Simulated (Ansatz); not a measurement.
AlAs: do energies and stresses tell the same story?

Method: DFT r2SCAN, scalar-relativistic, plane waves, PAW (Ansatz 0.2.0).

Settings: cutoff 500 eV, Γ-centred mesh 8×8×8 on the computed 2-atom cell, Gaussian smearing of 0.02 eV; no spin polarisation.

Relaxed cell: F-43m, a = 5.678 Å, b = 5.678 Å, c = 5.678 Å, α = 90.00°, β = 90.00°, γ = 90.00°, 2 atoms in the primitive cell.

Energies at zero smearing and pressures from the stress tensor, at volumes with shape and atoms relaxed:
| V (Å³/atom) | E − E(first) (meV/atom) | P (GPa) |
| --- | --- | --- |
| 21.508 | 0.00 | 5.35 |
| 22.194 | -16.58 | 2.47 |
| 22.881 | -21.73 | 0.00 |
| 23.567 | -17.10 | -2.11 |
| 24.254 | -4.11 | -3.91 |

Problem. Check P = −dE/dV between neighbouring volumes, and get the bulk modulus from the pressures alone.

Solution. With 1 eV/Å³ = 160.2 GPa:
```csv
middle V (Å³/atom),−ΔE/ΔV (GPa),mean P (GPa)
21.851,3.870,3.908
22.538,1.202,1.234
23.224,-1.081,-1.053
23.910,-3.032,-3.008
```

The two differ by 0.04 GPa at most. The mean of two end pressures misses the average over a step by about ΔV² P″/12, up to 0.04 GPa here; with that taken off 0.00 GPa remains. Around V = 22.881 Å³/atom, the two neighbours give B = −V ΔP/ΔV = 22.881 × 4.57 / 1.373 = 76.2 GPa, against B0 = 75.9 GPa from the Birch–Murnaghan fit of the energies.